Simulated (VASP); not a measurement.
Set up this calculation in VASP 6.6.1, as the native input.

```
Task                   : single point
Functional             : PBEsol
Potentials or basis    : VASP PAW PBE potentials, release 64 (Ta_pv, N)
Cutoff                 : 520 eV
k mesh                 : 5 × 5 × 8
Occupations            : gaussian, width 0.05 eV
Spin                   : collinear spin, ferromagnetic start
Starting moments       : [0.5, 0.5, 0.5, 0.0, 0.0, 0.0] μB
Hubbard terms          : Ta d U = 2 eV
Further INCAR settings : ALGO = Fast; EDIFF = 1e-06
```

The structure of TaN lies in POSCAR:

```
TaN
1.0
    5.1960001500      0.0000000000      0.0000000000
   -2.5980000800      4.4998681300      0.0000000000
    0.0000000000      0.0000000000      2.9109996000
Ta N
3 3
Direct
    0.3333333333      0.6666666667      0.5000000000
    0.6666666667      0.3333333333      0.5000000000
    0.0000000000      0.0000000000      0.0000000000
    0.3928500000      0.0000000000      0.0000000000
    0.6071500000      0.6071500000      0.0000000000
    0.0000000000      0.3928500000      0.0000000000
```

The input as run:

INCAR

```
PREC     = Accurate       # precision mode
ENCUT    = 520            # plane-wave cutoff, eV
EDIFF    = 1E-6           # SCF threshold, eV
ISMEAR   = 0              # smearing method
SIGMA    = 0.05           # smearing width, eV
LREAL    = F              # projectors in reciprocal space
LASPH    = T              # aspherical terms in the spheres
NELM     = 100            # most SCF steps
ALGO     = Fast           # electronic algorithm
ISIF     = 2              # what is computed and relaxed
LWAVE    = F              # write WAVECAR
LCHARG   = F              # write CHGCAR
ISPIN    = 2              # spin polarisation
MAGMOM   = 0.5 0.5 0.5 0 0 0 # initial moments
LORBIT   = 11             # projections on sites
LMAXMIX  = 4              # l up to which the mixer works
LDAU     = T              # DFT+U
LDAUTYPE = 2            
LDAUL    = 2 -1           # shell
LDAUU    = 2 0            # U, eV
LDAUJ    = 0 0          
LDAUPRINT= 1            
GGA      = PS             # functional
```

KPOINTS

```
Automatic mesh
0
Gamma
  5 5 8
```

Potentials or basis: VASP PAW PBE potentials, release 64 (Ta_pv, N).

Launch:

```sh
$ cat potpaw_PBE.64/Ta_pv/POTCAR potpaw_PBE.64/N/POTCAR > POTCAR
$ mpirun -np 1 vasp_std > vasp.out
```

Results of the run:

```yaml
Pressure: 3.0 GPa
Largest_force: 0.110 eV/Å
Band_gap_on_the_k_mesh: none (metal or under the smearing width)
Net_moment: 0.00 μB per cell
Valence_electrons_inside_the_program's_atomic_spheres: Ta 8.90, 8.93; N 3.80
```

Caveat: the PAW data sets were made with another functional, which shifts forces and pressure a little.

It took 89 s on 1 thread of Intel(R) Xeon(R) Platinum 8488C (Sapphire Rapids) (shared host), peak memory 0.25 GiB.
